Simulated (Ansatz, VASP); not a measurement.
**Two plane-wave programs on TaN**

Contents of INCAR:

```
ALGO = Normal
EDIFF = 1E-7
ENCUT = 520
GGA = PS
ISIF = 2
ISMEAR = -1
LASPH = T
LCHARG = F
LREAL = F
LWAVE = F
NBANDS = 15
NELM = 100
PREC = Accurate
SIGMA = 0.05
```

File KPOINTS:

```
k-points
0
Gamma
  10 10 10
```

Contents of POSCAR:

```
TaN
1.0
    0.0000000000      2.1964814589      2.1964814589
    2.1964814589      0.0000000000      2.1964814589
    2.1964814589      2.1964814589      0.0000000000
Ta N
1 1
Direct
    0.5000000000      0.5000000000      0.5000000000
    0.0000000000      0.0000000000      0.0000000000
```

Contents of input.yaml:

```yaml
crystal:
  lattice:
    - [0.0, 2.1964814589, 2.1964814589]
    - [2.1964814589, 0.0, 2.1964814589]
    - [2.1964814589, 2.1964814589, 0.0]
  atoms:
    - { symbol: Ta, position: [0.5, 0.5, 0.5] }
    - { symbol: "N", position: [0.0, 0.0, 0.0] }
hamiltonian:
  xc: pbesol
  pseudopotentials: { kind: paw }
kpoints:
  mp_grid: { grid: [10, 10, 10] }
scf:
  occupations: { method: fermi_dirac, width: 0.05 }
output:
  forces: true
  stress: true
  eigenvalues: true
  write_density: true
  write_potential: true
  elf: true
  volumetric_format: npy
```

Change from the starting cell: volume scaled by 0.98.

Alike in both runs: task single point; functional PBEsol; k mesh 10 × 10 × 10; occupations fermi-dirac, width 0.05 eV; no spin polarisation.

|  | VASP | Ansatz |
| --- | --- | --- |
| version | VASP 6.6.1 | Ansatz 0.2.0 |
| potentials or method | VASP PAW PBE potentials, release 64 (Ta_pv, N) | Ansatz PAW |
| plane-wave cutoff (eV) | 520 | 420 |
| valence electrons in the cell | 16 | 18 |

|  | VASP | Ansatz | Ansatz less VASP |
| --- | --- | --- | --- |
| gap on the k mesh at the Fermi level (eV) | none | none | - |
| pressure (GPa) | -3.3 | -4.2 | -0.94 |

A gap of «none» marks a metal or a gap that the smearing closes. With one functional, cell and mesh, what is left measures potentials, basis and numerics. The two sets of potentials don't hold the same shells in valence.

Caveats: the PAW data sets were made with another functional, which shifts forces and pressure a little (VASP); the pressure holds a Pulay correction of +0.5 GPa for the finite cutoff (Ansatz); the PAW data sets come from PBE, with cores solved anew for the run's functional, which leaves a small shift of forces and pressure (Ansatz). The runs have no spin-orbit coupling, so splittings on Ta are missing.
